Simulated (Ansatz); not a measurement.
One structure type, several compounds

Method: DFT, PBEsol, all-electron LAPW, scalar-relativistic (Ansatz 0.2.0).

All compounds have space group P6_3mc with 4 atoms in the primitive cell. V0, B0 and B0′ come from third-order Birch–Murnaghan fits to pressures at five volumes, with shape and internal coordinates held; prototypes and MP cells needn't be known phases. No run is spin-polarised.

No spin–orbit coupling, which matters for the heavy atoms here.

AlN: Al 2b (0.333 0.667 0.000), N 2b (0.333 0.667 0.385); shape as in a = 3.11 Å, b = 3.11 Å, c = 4.98 Å, α = 90.00°, β = 90.00°, γ = 120.00°; COD 9008860, reported; 10×10×6 mesh, smearing 0.03 eV; no spin
MgTe: Mg 2b (0.333 0.667 0.000), Te 2b (0.333 0.667 0.370); shape as in a = 4.54 Å, b = 4.54 Å, c = 7.39 Å, α = 90.00°, β = 90.00°, γ = 120.00°; COD 1538744, reported; 10×10×6 mesh, smearing 0.05 eV; no spin
ZnS: Zn 2b (0.333 0.667 0.000), S 2b (0.333 0.667 0.385); shape as in a = 3.81 Å, b = 3.81 Å, c = 6.23 Å, α = 90.00°, β = 90.00°, γ = 120.00°; COD 9008878, reported, may be off; 8×8×5 mesh, smearing 0.03 eV; no spin

```json
{"compound": "AlN", "V0 (Å³/atom)": "?", "B0 (GPa)": "?", "B0′": "3.9"}
{"compound": "MgTe", "V0 (Å³/atom)": "33.40", "B0 (GPa)": "36", "B0′": "4.1"}
{"compound": "ZnS", "V0 (Å³/atom)": "?", "B0 (GPa)": "78", "B0′": "4.5"}
```

Q: Fill in "B0 (GPa)" for the row "AlN".

A: 201.

Q: Fill in "V0 (Å³/atom)" for the row "AlN".

A: 10.45.

Q: What belongs in the row "ZnS", column "V0 (Å³/atom)"?

A: 19.27.
